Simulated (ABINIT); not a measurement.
MgTe:

```
CELL_PARAMETERS angstrom
0.00000 3.23200 3.23200
3.23200 0.00000 3.23200
3.23200 3.23200 0.00000
ATOMIC_POSITIONS crystal
Te 0.25000 0.25000 0.25000
Mg 0.00000 0.00000 0.00000
```

The cell comes from a database or a generator and needn't be the stable form of this composition.

Base run:

| Item | Value |
| --- | --- |
| Program | ABINIT 10.8.3 (patched build) |
| Functional | PBEsol |
| Potentials or basis | JTH PAW PBE v2.0 |
| Cutoff | 626 eV |
| k mesh | 7 × 7 × 7 |
| Occupations | fermi-dirac, width 0.05 eV |
| Spin | no spin polarisation |

Its results: band gap on the k mesh 2.31 eV, direct; pressure -0.3 GPa.

**Question.** After a change of settings the same cell gave: band gap on the k mesh 2.41 eV, direct; pressure 0.7 GPa. Which change was it?
A. functional from PBEsol to BLYP
B. functional from PBEsol to PW91
C. functional from PBEsol to RPBE
D. functional from PBEsol to revPBE

**Answer.** B.

PW91 binds less tightly than PBEsol, so the same cell stands under more pressure.

Caveats: the PAW data sets were made with another functional, which shifts forces and pressure a little; spin-orbit coupling is left out, which moves the levels of the heavy elements.
